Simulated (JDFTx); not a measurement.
NaCl:

```xyz
2
Lattice="0.0000 2.7941 2.7941 2.7941 0.0000 2.7941 2.7941 2.7941 0.0000" Properties=species:S:1:pos:R:3 pbc="T T T"
Cl    2.7941    2.7941    2.7941
Na    0.0000    0.0000    0.0000
```

The cell is a database's computed one.

Base run:

```yaml
Program: JDFTx 1.7.0 (patched build)
Functional: SCAN
Potentials_or_basis: SG15-PBE-1.2
Cutoff: 1088 eV
Density_cutoff: 8708 eV
k_mesh: 8 × 8 × 8
Occupations: fermi-dirac, width 0.05 eV
Spin: no spin polarisation
```

Its results: band gap on the k mesh 5.92 eV, direct; pressure 0.3 GPa.

Question: The run is repeated on the same cell with these changes: functional from SCAN to PBE; potentials or basis from SG15-PBE-1.2 to PseudoDojo-SR-PBE-0.5-standard; cutoff from 1088 eV to 1197 eV; density cutoff from 8708 eV to 9578 eV. What comes out?

Answer: Band gap on the k mesh 5.22 eV, direct; pressure 1.6 GPa.

Caveats: the potentials were made for another functional, which shifts forces and pressure (some runs).

A k mesh can miss the band edges.

Not every run made on this cell is shown here.
